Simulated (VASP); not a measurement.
Input of a VASP 6.6.1 run:

File POSCAR:

```
SnTe
1.0
    0.0000000000      3.1893545707      3.1893545707
    3.1893545707      0.0000000000      3.1893545707
    3.1893545707      3.1893545707      0.0000000000
Sn Te
1 1
Direct
    0.0000000000      0.0000000000      0.0000000000
    0.5000000000      0.5000000000      0.5000000000
```

File INCAR.step1:

```
ALGO = Normal
EDIFF = 1E-5
ENCUT = 550
GGA = PE
GGA_COMPAT = False
ISMEAR = -1
LASPH = True
LCHARG = False
LREAL = False
LWAVE = True
NBANDS = 17
NELM = 120
PREC = Accurate
SIGMA = 0.02
```

Contents of INCAR.step2:

```
ALGO = Normal
EDIFF = 1E-6
ENCUT = 550
GGA_COMPAT = False
ISIF = 2
ISMEAR = -1
ISTART = 1
LASPH = True
LCHARG = False
LMIXTAU = True
LREAL = False
LWAVE = False
METAGGA = R2SCAN
NBANDS = 17
NELM = 120
PREC = Accurate
SIGMA = 0.02
```

Contents of KPOINTS:

```
k-points
0
Gamma
  6 6 6
```

Potentials or basis: VASP PAW PBE potentials, release 64 (Sn_d, Te).

Launch:

```bash
$ cat potpaw_PBE.64/Sn_d/POTCAR potpaw_PBE.64/Te/POTCAR > POTCAR
$ cp INCAR.step1 INCAR
$ mpirun -np 1 vasp_std > vasp.out
$ cp INCAR.step2 INCAR
$ mpirun -np 1 vasp_std > vasp.out
```

Estimate the pressure.

0.0 GPa.

Estimate the band gap on the k mesh.

0.14 eV.

Caveat: the PAW data sets were made with another functional, which shifts forces and pressure a little; spin-orbit coupling is left out, which moves the levels of the heavy elements.

**Experimental background.**

From a printed reference work, textbook, for a bulk crystal of SnTe at 300 K: band gap 0.18 eV (direct).

A measured gap of SnTe is 0.18 eV (direct; 300 K; a printed reference work, textbook); the calculated 0.14 eV misses it by -0.04 eV. Spin-orbit coupling on Sn, Te is left out. The value is that of r2SCAN on a finite k mesh, which can miss the band edges, without temperature or zero-point motion.
